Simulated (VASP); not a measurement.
# ZnSe in VASP: how settings move the PBE single point

The PBE single point of ZnSe (zincblende) is repeated with altered inputs. Which of them can be trusted?

Program: VASP 6.6.1. PAW datasets, plane waves. Computed at 0 K without zero-point motion; spin polarisation is off.

## 1. Starting point

The cell comes from an earlier relaxation with r2SCAN in another program.

It is cubic, F-43m (No. 216); conventional cell a = 5.665 Å, 22.72 Å³ an atom. Near Zn stand 4 Se at 2.45 Å; near Se stand 4 Zn at 2.45 Å.

As a file:

```xyz
2
Lattice="0.0000 2.8324 2.8324 2.8324 0.0000 2.8324 2.8324 2.8324 0.0000" Properties=species:S:1:pos:R:3 pbc="T T T"
Zn    0.0000    0.0000    0.0000
Se    1.4162    1.4162    1.4162
```

## 2. Baseline

The input, INCAR:

```
ENCUT = 520.000000
SIGMA = 0.020000
EDIFF = 1.00e-07
GGA = PE
PREC = Accurate
IBRION = -1
ISIF = 2
ISMEAR = -1
NBANDS = 16
NELM = 120
NSW = 0
LASPH = .TRUE.
LCHARG = .FALSE.
LWAVE = .FALSE.
LREAL = .FALSE.
```

The input, KPOINTS:

```
KPOINTS created by Atomic Simulation Environment
0
Gamma
8 8 8
0 0 0
```

The input, POSCAR:

```
Zn Se
 1.0000000000000000
    -0.0000000000000000    2.8324206843821043    2.8324206843821043
     2.8324206843821043    0.0000000000000000    2.8324206843821043
     2.8324206843821043    2.8324206843821043    0.0000000000000000
 Zn  Se
   1   1
Cartesian
  0.0000000000000000 -0.0000000000000000  0.0000000000000000
  1.4162103421910519  1.4162103421910519  1.4162103421910519
```

A file KPOINTS_OPT adds named points for the levels; it doesn't enter the self-consistent loop.

Potentials: the recommended PBE PAW datasets, 18 valence electrons.

On the command line:

```console
$ mpirun -np 1 vasp_std
```

## 3. Try 1

The input, INCAR:

```
ENCUT = 520.000000
SIGMA = 0.020000
GGA = PE
PREC = Accurate
IBRION = -1
ISIF = 2
ISMEAR = -1
NBANDS = 16
NSW = 0
LASPH = .TRUE.
LCHARG = .FALSE.
LWAVE = .FALSE.
LREAL = .FALSE.
LDAU = .TRUE.
LDAUTYPE = 2
LDAUL = 2 -1
LDAUU = 4.0 0
LDAUJ = 0 0
LMAXMIX = 4
EDIFF = 1e-09
NELM = 60
```

The input, KPOINTS:

```
KPOINTS created by Atomic Simulation Environment
0
Gamma
2 2 2
0 0 0
```

POSCAR is that of step 2.

## 4. Try 2

INCAR: that of step 2 with these lines changed.

```diff
@@ -9,3 +9,2 @@
 NBANDS = 16
-NELM = 120
 NSW = 0
@@ -15 +14,8 @@
 LREAL = .FALSE.
+LDAU = .TRUE.
+LDAUTYPE = 2
+LDAUL = 2 -1
+LDAUU = 5.0 0
+LDAUJ = 0 0
+LMAXMIX = 4
+NELM = 93
```

The input, KPOINTS:

```
KPOINTS created by Atomic Simulation Environment
0
Monkhorst-Pack
8 8 8
0 0 0
```

POSCAR is that of step 2.

## 5. Try 3

INCAR: that of step 2 with these lines changed.

```diff
@@ -9,3 +9,2 @@
 NBANDS = 16
-NELM = 120
 NSW = 0
@@ -15 +14,3 @@
 LREAL = .FALSE.
+ADDGRID = .TRUE.
+NELM = 77
```

KPOINTS is that of step 2.

POSCAR is that of step 2.

## 6. Try 4

INCAR: that of step 2 with these lines changed.

```diff
@@ -9,3 +9,2 @@
 NBANDS = 16
-NELM = 120
 NSW = 0
@@ -15 +14,5 @@
 LREAL = .FALSE.
+NELM = 78
+IMIX = 1
+AMIX = 1.5
+BMIX = 0.0001
```

KPOINTS is that of step 2.

POSCAR is that of step 2.

**Question.** What will these runs give? Wanted: for each run, changed; ending; energy change; pressure; electronic steps; usable.

**Answer**, as computed:

| run | changed | ending | energy change (meV/atom) | pressure (GPa) | gap on the mesh (eV; negative: overlap) | electronic steps | time | usable |
| --- | --- | --- | --- | --- | --- | --- | --- | --- |
| ref. | – | converged | 0 | 2.4 | 1.30 | 14 | 30 s | yes |
| 1 | LDAU = .TRUE., LDAUTYPE = 2, LDAUL = 2 -1, LDAUU = 4.0 0, LDAUJ = 0 0, LMAXMIX = 4, EDIFF = 1e-09, NELM = 60, mesh 2×2×2 | converged | – | 7.3 | 1.39 | 17 | 8 s | no |
| 2 | LDAU = .TRUE., LDAUTYPE = 2, LDAUL = 2 -1, LDAUU = 5.0 0, LDAUJ = 0 0, LMAXMIX = 4, NELM = 93, shifted mesh | converged | – | 1.2 | 1.98 | 14 | 47 s | yes |
| 3 | ADDGRID = .TRUE., NELM = 77 | converged | 0.0 | 2.4 | 1.30 | 14 | 40 s | yes |
| 4 | IMIX = 1, AMIX = 1.5, BMIX = 0.0001 | crashed | – | – | – | 22 | 50 s | no |

**Reading.** Of 4 altered inputs, 1 gave no result, 1 ended normally on a faulty or unsound input, 2 gave usable results.
